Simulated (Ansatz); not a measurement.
# Al$_{3}$GaN$_{4}$: opening a crack plane

Al$_{3}$GaN$_{4}$, P-43m, a = 4.401 Å. The structure is a Materials Project entry; whether it is the stable form wasn't checked. Ansatz: r2SCAN, PAW, 500 eV, Γ-centred 5×5×3 mesh on 16 atoms, Gaussian smearing 0.05 eV; no spin polarisation. One cut on (100) per cell of 16 atoms is opened rigidly by x, between planes of Al and N that stand 1.08 Å apart; y is the energy per area (19.371 Å², 1 eV/Å² = 16.02 J/m²).

```
x (Å) y (J/m²)
 0.00     0.000
 0.25     0.669
 0.50         ?
 0.75     4.476
 1.00     6.551
 1.50     9.510
 2.00    10.990
 3.00    11.859
 4.50    12.106
 6.00    12.171
```

Task: Fit the universal binding curve y = W[1 − (1 + x/l) e^(−x/l)] to the other rows, give the peak stress, and predict the missing value.

Result: Least squares gives W = 12.3 J/m² and l = 0.554 Å. The stress dy/dx peaks at x = l with W/(e l) = 81.7 GPa, for rigid faces. At x = 0.50: x/l = 0.903, y = 2.810 J/m². The run gave 2.337 J/m², so the fit is 0.473 J/m² too high, 3.9 % of the span of the series, against an rms of 0.212 J/m² on the fitted rows. One length l has to serve both the bottom of the well and the tail, and here they ask for different ones.

Cost: 12 runs of about 13 core-minutes in all, on Arm Neoverse V2 (shared hosts).